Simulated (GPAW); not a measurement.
Here is a GPAW 26.7.0 calculation.

The input run.py:

```python
from ase import Atoms
from ase.dft.bandgap import bandgap
from ase.io import write
from ase.units import GPa
from gpaw import GPAW, PW

atoms = Atoms(['S', 'Be'],
              cell=[[0.0, 2.425, 2.425],
                    [2.425, 0.0, 2.425],
                    [2.425, 2.425, 0.0]],
              scaled_positions=[[0.75, 0.75, 0.75],
                                [0.0, 0.0, 0.0]],
              pbc=True)

calc = GPAW(mode=PW(800),
            xc='MGGA_X_R2SCAN+MGGA_C_R2SCAN',
            kpts={'size': (9, 9, 9), 'gamma': True},
            occupations={'name': 'fermi-dirac', 'width': 0.05},
            nbands=11,
            convergence={'density': 1e-05, 'energy': 1e-05},
            maxiter=150,
            txt='gpaw.txt')
atoms.calc = calc
energy = atoms.get_potential_energy()
forces = atoms.get_forces()
stress = atoms.get_stress()
calc.write('gs.gpw')
write('result.traj', atoms)
print(f'Energy: {energy:.6f} eV')
print('Forces (eV/A):')
print(forces.round(4))
print('Stress (GPa):', (stress / GPa).round(3))
print('Fermi level:', round(calc.get_fermi_level(), 4), 'eV')
print(f'Gap: {bandgap(calc)[0]:.4f} eV, direct: {bandgap(calc, direct=True)[0]:.4f} eV')

path = atoms.cell.bandpath('GXWKGLUWLK,UX', npoints=60, eps=1e-4)
bs_calc = calc.fixed_density(kpts=path, symmetry='off', nbands=19,
                             convergence={'bands': 'CBM+6.0', 'eigenstates': 1e-6}, txt='bands.txt')
bs = bs_calc.band_structure()
bs.write('bs.json')
print(f'Gap on the path: {bandgap(bs_calc)[0]:.4f} eV')
```

Potentials or basis: GPAW PAW data sets (gpaw-data 1.2.1), pw.

The run is started by

```bash
$ OMP_NUM_THREADS=1 python run.py
```

Estimate the band gap along the path.

3.56 eV, indirect (least direct gap 6.22 eV).

Estimate the pressure.

2.0 GPa.

Predict the band gap on the k mesh.

3.66 eV, indirect (least direct gap 6.22 eV).

Levels at the corners of the path, in eV from the valence-band top:
| point | band 1 | band 2 | band 3 | band 4 | band 5 | band 6 | band 7 | band 8 |
| --- | --- | --- | --- | --- | --- | --- | --- | --- |
| Γ | -14.32 | 0.00 | 0.00 | 0.00 | 6.22 | 6.22 | 6.22 | 6.66 |
| X | -12.06 | -5.20 | -2.72 | -2.72 | 3.56 | 5.36 | 13.78 | 13.78 |
| W | -12.00 | -4.41 | -3.98 | -3.41 | 6.96 | 8.68 | 9.23 | 9.48 |
| K | -12.07 | -4.72 | -4.21 | -2.26 | 4.84 | 8.06 | 11.35 | 12.18 |
| Γ | -14.32 | 0.00 | 0.00 | 0.00 | 6.22 | 6.22 | 6.22 | 6.66 |
| L | -12.63 | -5.97 | -1.06 | -1.06 | 6.07 | 7.10 | 7.10 | 12.06 |
| U | -12.07 | -4.72 | -4.21 | -2.26 | 4.84 | 8.06 | 11.35 | 12.18 |
| W | -12.00 | -4.41 | -3.98 | -3.41 | 6.96 | 8.68 | 9.23 | 9.48 |
| L | -12.63 | -5.97 | -1.06 | -1.06 | 6.07 | 7.10 | 7.10 | 12.06 |
| K | -12.07 | -4.72 | -4.21 | -2.26 | 4.84 | 8.06 | 11.35 | 12.18 |
| U | -12.07 | -4.72 | -4.21 | -2.26 | 4.84 | 8.06 | 11.35 | 12.18 |
| X | -12.06 | -5.20 | -2.72 | -2.72 | 3.56 | 5.36 | 13.78 | 13.78 |

Caveat: the PAW data sets were made with another functional, which shifts forces and pressure a little; the mesh misses the band edges, which the band path finds closer together. r2SCAN opens gaps a little over a GGA but as a rule still falls short of measured ones.
